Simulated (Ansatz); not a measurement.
# Gate voltage at the highest density: black phosphorene monolayer

A layer charged from two gates alike needs a voltage that grows with the carrier density; the slope is e over the total capacitance.

**Method.** Ansatz 0.2.0, plane waves with PAW datasets (its set soft_2), PBE-D3(BJ); isolated slab, charged sheets 6 Å from the outer atoms behind model barriers, atoms held, Fermi-Dirac smearing of 0.05 eV. The voltage is that of the gates (their mean) against the layer's Fermi level, from the uncharged case, which has a gap of 0.73 eV.

| run | added electrons (10¹³ per cm²) | gate voltage (V) |
| --- | --- | --- |
| run 1 | −1.00 | −0.80 |
| run 2 | −2.00 | −1.28 |
| run 3 | −4.00 | −2.20 |
| run 4 | −7.00 | −3.59 |
| run 5 | −11.00 | ? |

Q: Estimate the withheld value from the rows shown.

A least-squares line through the 4 rows shown has slope 0.4640 and intercept −0.3435; no row lies more than 0.01 V off it. The capacitance is 1.602/0.4640 = 3.45 µF/cm², against 2.95 µF/cm² for plates 6 Å apart in vacuum on both sides; it is the larger, as where the added charge has its centre outside the outer atoms (not examined here). The intercept is mostly the shift of the Fermi level from inside the gap to the band edge. At −11.00 it gives 0.4640 × (−11.00) + (−0.3435) = −5.45 V, beyond the rows fitted. Rounding and scatter of the rows alone allow about ±0.021 V there.

The run itself gives −5.39 V: a miss of +0.06 V, or 1.1 % of the value. The capacitance rises a little towards the highest density.

**Limits.** The gates are model sheets, not atoms, and low densities sample few k-points.
